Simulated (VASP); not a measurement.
# SnO in VASP: settings compared, part 3 of 3

VASP 6.6.1. The steps go on from the part before.

## Step 6: Single point, PBEsol

This run uses another cell than the first one: it holds 8 atoms, not 4.

INCAR reads:

```
SYSTEM = SnO
ADDGRID = .FALSE. ; ALGO = Normal
EDIFF = 1E-7 ; ENCUT = 550
GGA = PS ; ISIF = 2
ISMEAR = 0 ; LASPH = .TRUE.
LCHARG = .FALSE. ; LREAL = .FALSE.
LWAVE = .FALSE. ; NELM = 100
PREC = Accurate ; SIGMA = 0.05
```

KPOINTS reads:

```
k-points
0
G
  9 9 3
  0 0 0
```

POSCAR reads:

```
SnO
1.0
    2.5000000000     -2.8600000000      0.0000000000
    2.5000000000      2.8600000000      0.0000000000
    0.0000000000      0.0000000000     11.1200000000
Sn O
4 4
Direct
    0.5590000000      0.4410000000      0.2460000000
    0.4410000000      0.5590000000      0.7460000000
    0.0000000000      0.0000000000      0.5000000000
    0.0000000000      0.0000000000      0.0000000000
    0.9300000000      0.4300000000      0.1200000000
    0.0700000000      0.5700000000      0.6200000000
    0.5700000000      0.0700000000      0.1200000000
    0.4300000000      0.9300000000      0.6200000000
```

Potentials or basis: VASP PAW PBE potentials, release 64 (Sn_d, O).

Started as:

```
$ cat potpaw_PBE.64/Sn_d/POTCAR potpaw_PBE.64/O/POTCAR > POTCAR
$ mpirun -np 1 vasp_std > vasp.out
```

OUTCAR:

```text
SYSTEM = SnO
   EDIFF = 1E-7
   ENCUT = 550
   GGA = PS
   ISIF = 2
   ISMEAR = 0
   LASPH = .TRUE.
   LREAL = .FALSE.
   NELM = 100
   PREC = Accurate

 Found     50 irreducible k-points:

 Following reciprocal coordinates:
            Coordinates               Weight
  0.000000  0.000000  0.000000      1.000000
  0.111111 -0.000000  0.000000      4.000000
  0.222222 -0.000000  0.000000      4.000000
  0.333333  0.000000  0.000000      4.000000
  0.444444 -0.000000  0.000000      4.000000
  0.111111  0.111111  0.000000      2.000000
   k-points           NKPTS =     50   k-points in BZ     NKDIM =     50   number of bands    NBANDS=     48
   number of dos      NEDOS =    301   number of ions     NIONS =      8
   total plane-waves  NPLWV =  81000
   dimension x,y,z NGX =    30 NGY =   30 NGZ =   90
   dimension x,y,z NGXF=    60 NGYF=   60 NGZF=  180
   ions per type =               4   4
   NGX,Y,Z   is equivalent  to a cutoff of  13.13, 13.13, 13.46 a.u.
   NGXF,Y,Z  is equivalent  to a cutoff of  26.26, 26.26, 26.91 a.u.
 SYSTEM =  SnO
   PREC   = accura    normal or accurate (medium, high low for compatibility)
   ISTART =      0    job   : 0-new  1-cont  2-samecut
   ICHARG =      2    charge: 1-file 2-atom 10-const
   ISPIN  =      1    spin polarized calculation?
   LNONCOLLINEAR =      F non collinear calculations
   LSORBIT =      F    spin-orbit coupling
   LASPH  =      T    aspherical Exc in radial PAW
   ENCUT  =  550.0 eV  40.42 Ry    6.36 a.u.   7.26  7.26 21.26*2*pi/ulx,y,z
   NELM   =    100;   NELMIN=  2; NELMDL= -5     # of ELM steps
   EDIFF  = 0.1E-06   stopping-criterion for ELM
   LREAL  =      F    real-space projection
   EDIFFG = 0.1E-05   stopping-criterion for IOM
   NSW    =      0    number of steps for IOM
   IBRION =     -1    ionic relax: 0-MD 1-quasi-New 2-CG
   NFREE  =      0    steps in history (QN), initial steepest desc. (CG)
   ISIF   =      2    stress and relaxation
   ISYM   =      2    0-nonsym 1-usesym 2-fastsym
   POTIM  = 0.5000    time-step for ionic-motion
   TEBEG  =    0.0;   TEEND  =   0.0 temperature during run
   PSTRESS=    0.0 pullay stress
   NELECT =      80.0000    total number of electrons
   NUPDOWN=      -1.0000    fix difference up-down
   EMIN   =  10.00;   EMAX   =-10.00  energy-range for DOS
   EFERMI =   0.00;   METHOD = LEGACY
   ISMEAR =     0;   SIGMA  =   0.05  broadening in eV -4-tet -1-fermi 0-gaus
   EFERMI_NEDOS =   21; number of points for ismear=-14 and -15
   IALGO  =     38    algorithm
   IMIX   =      4    mixing-type and parameters
     AMIX     =   0.40;   BMIX     =  1.00
     AMIX_MAG =   1.60;   BMIX_MAG =  1.00
  volume/ion in A,a.u.               =      19.88       134.14
  Fermi-wavevector in a.u.,A,eV,Ry     =   1.302041  2.460500 23.066092  1.695310
  Thomas-Fermi vector in A             =   2.433135
   LORBIT       =      0    0 simple, 1 ext, 2 COOP (PROOUT), +10 PAW based schemes
   GGA     = PS    functional components
   LHFCALC =     F    Hartree Fock is set to
   AEXX    =    0.0000 exact exchange contribution
   IVDW    =     0    specifies the selected vdW correction
   LEPSILON=     F    determine dielectric tensor
   LRPA    =     F    only Hartree local field effects (RPA)
 non-spin polarized calculation
 Gauss-broadening in eV      SIGMA  =   0.05
  energy-cutoff  :      550.00
  volume of cell :      159.02
 maximum number of plane-waves:      4705
 NGX is ok and might be reduce to    30

 number of electron      79.9999994 magnetization

 Free energy of the ion-electron system (eV)
  ---------------------------------------------------
  ext. energy  EPLUGINS =         0.00000000
  ---------------------------------------------------
  free energy    TOTEN  =       -40.77469085 eV

  energy without entropy =      -40.76983148  energy(sigma->0) =      -40.77226116

 E-fermi :   6.1572     XC(G=0):  -9.8464

 val. band max:        6.1569255146   @ k =   0.4444   0.4444   0.3333
 cond. band min:       6.1763260188   @ k =  -0.2222   0.2222   0.0000
 fundamental gap:      0.0194005042
 Fermi energy:         6.1572411086

 k-point     1 :       0.0000    0.0000    0.0000
  band No.  band energies     occupation
      1     -16.5226      2.00000
      2     -16.5191      2.00000
      3     -16.0836      2.00000
      4     -16.0781      2.00000
      5     -15.8828      2.00000
      6     -15.8769      2.00000
[... 295 lines left out ...]
     47       9.5432      0.00000
     48      10.6336      0.00000

 [... further k-points ...]

------------------------ aborting loop because EDIFF is reached ----------------------------------------

  FORCE on cell =-STRESS in cart. coord.  units (eV):
  Direction    XX          YY          ZZ          XY          YZ          ZX
  --------------------------------------------------------------------------------------
  -------------------------------------------------------------------------------------
  Total       26.4601613     -2.8385882     -3.6932798      0.0000000      0.0000000      0.0000000
  in kB      266.6012891    -28.6004028    -37.2119111      0.0000000      0.0000000      0.0000000
  external PRESSURE =      66.9296584 kB  Pullay stress =       0.0000000 kB

 VOLUME and BASIS-vectors are now :
 -----------------------------------------------------------------------------
  energy-cutoff  :      550.00
  volume of cell :      159.02
      direct lattice vectors                 reciprocal lattice vectors
     2.500000000 -2.860000000  0.000000000     0.200000000 -0.174825175  0.000000000
     2.500000000  2.860000000  0.000000000     0.200000000  0.174825175  0.000000000
     0.000000000  0.000000000 11.120000000     0.000000000  0.000000000  0.089928058

 POSITION                                       TOTAL-FORCE (eV/Angst)
 -----------------------------------------------------------------------------------
      2.50000     -0.33748      2.73552        -0.000000      2.076214      0.869235
      2.50000      0.33748      8.29552        -0.000000     -2.076214      0.869235
      0.00000      0.00000      5.56000        -0.000000      0.840638      1.271270
      0.00000      0.00000      0.00000        -0.000000     -0.840638      1.271270
      3.40000     -1.43000      1.33440         8.413967     -0.567828     -1.070252
      1.60000      1.43000      6.89440        -8.413967      0.567828     -1.070252
      1.60000     -1.43000      1.33440        -8.413967     -0.567828     -1.070252
      3.40000      1.43000      6.89440         8.413967      0.567828     -1.070252
 -----------------------------------------------------------------------------------
    total drift:                               -0.000000      0.000000     -0.000339

  FREE ENERGIE OF THE ION-ELECTRON SYSTEM (eV)
  ---------------------------------------------------
  free  energy   TOTEN  =       -40.7746908453 eV

  energy  without entropy=      -40.7698314834  energy(sigma->0) =      -40.77226116
```

OSZICAR:

```text
N       E                     dE             d eps       ncg     rms          rms(c)
DAV:   1     0.107858891915E+04    0.10786E+04   -0.39468E+04  5240   0.252E+03
DAV:   2     0.174228560999E+03   -0.90436E+03   -0.87204E+03  4896   0.736E+02
DAV:   3    -0.308532270212E+02   -0.20508E+03   -0.19402E+03  5704   0.257E+02
DAV:   4    -0.492290295569E+02   -0.18376E+02   -0.18044E+02  5672   0.798E+01
DAV:   5    -0.498986045367E+02   -0.66957E+00   -0.66903E+00  5704   0.156E+01    0.179E+01
DAV:   6    -0.426290587432E+02    0.72695E+01   -0.47621E+01  6872   0.644E+01    0.130E+01
DAV:   7    -0.408768822517E+02    0.17522E+01   -0.10871E+01  6480   0.205E+01    0.358E+00
DAV:   8    -0.408134474875E+02    0.63435E-01   -0.13221E+00  6560   0.690E+00    0.200E+00
DAV:   9    -0.408137685457E+02   -0.32106E-03   -0.21196E-01  7544   0.376E+00    0.172E+00
DAV:  10    -0.407746553294E+02    0.39113E-01   -0.13336E-01  7216   0.336E+00    0.350E-01
DAV:  11    -0.407745235247E+02    0.13180E-03   -0.12453E-02  6440   0.840E-01    0.154E-01
DAV:  12    -0.407748072872E+02   -0.28376E-03   -0.21802E-03  6232   0.377E-01    0.104E-01
DAV:  13    -0.407747492353E+02    0.58052E-04   -0.24022E-04  6880   0.118E-01    0.686E-02
DAV:  14    -0.407746938846E+02    0.55351E-04   -0.84929E-05  7560   0.613E-02    0.173E-02
DAV:  15    -0.407746923780E+02    0.15065E-05   -0.38560E-05  6920   0.327E-02    0.104E-02
DAV:  16    -0.407746921488E+02    0.22923E-06   -0.35733E-06  5256   0.115E-02    0.969E-03
DAV:  17    -0.407746908655E+02    0.12833E-05   -0.22340E-06  5432   0.105E-02    0.269E-03
DAV:  18    -0.407746908453E+02    0.20171E-07   -0.36449E-07  4648   0.505E-03
   1 F= -.40774691E+02 E0= -.40772261E+02  d E =-.485936E-02
```

It took 5 min on 1 thread of AMD EPYC 9R45 (Zen 5), shared host; peak memory 0.43 GiB.

These settings aren't checked as converged: the numbers below hold their error.

What came out:

```
Free energy            : -40.7747 eV
Pressure               : 6.7 GPa
Largest force          : 8.501 eV/Å
Band gap on the k mesh : none (metal or under the smearing width)
```

Caveat: the PAW data sets were made with another functional, which shifts forces and pressure a little.
